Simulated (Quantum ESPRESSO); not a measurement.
**SnSe under changes of volume**

One of the cells (27.271 Å³/atom); the others are scaled copies at fixed shape and fractional positions:

```xyz
2
Lattice="0.0000 3.0100 3.0100 3.0100 0.0000 3.0100 3.0100 3.0100 0.0000" Properties=species:S:1:pos:R:3 pbc="T T T"
Sn    0.0000    0.0000    0.0000
Se    3.0100    3.0100    3.0100
```

Measurements of this composition are mostly on another form, of space group No. 62.

* Program: Quantum ESPRESSO 7.5
* Functional: PBE
* Dispersion: D3(BJ)
* Potentials or basis: PseudoDojo 0.4.1 SR PBE standard
* Cutoff: 1170 eV
* Density cutoff: 4680 eV
* k mesh: 8 × 8 × 8
* Occupations: fermi-dirac, width 0.05 eV
* Spin: no spin polarisation

```tsv
volume (Å³/atom)	energy over the lowest point (meV/atom)	pressure (GPa)	gap on the mesh (eV)
25.635	8.20	2.5	0.75
26.180	2.01	1.2	0.73
26.725	0.00	0.0	0.67
27.271	1.72	-1.0	0.58
27.816	6.79	-1.9	0.49
28.362	?	?	?
28.907	25.25	-3.3	0.34
```

Q: What does the run at 28.362 Å³/atom give?

A: Energy over the lowest point 14.81 meV/atom; pressure -2.7 GPa; gap on the mesh 0.41 eV.

Worked out: A Birch-Murnaghan fit of order 3 (a polynomial in V^(-2/3)) to the other rows has its minimum at 26.73 Å³/atom with B0 = V·E''(V) = 54 GPa and B' = 5.0. It gives 14.73 meV/atom at 28.362 Å³/atom, against the run's 14.81, and -dE/dV = -2.7 GPa, against -2.7. A parabola through the other rows of the gap, of slope -4.62 eV per unit of ln V there, gives 0.42 eV, against the run's 0.41.

Energies are extrapolated to zero smearing.

Caveats: spin-orbit coupling is left out, which moves the levels of the heavy elements.

A mesh can miss the band edges.
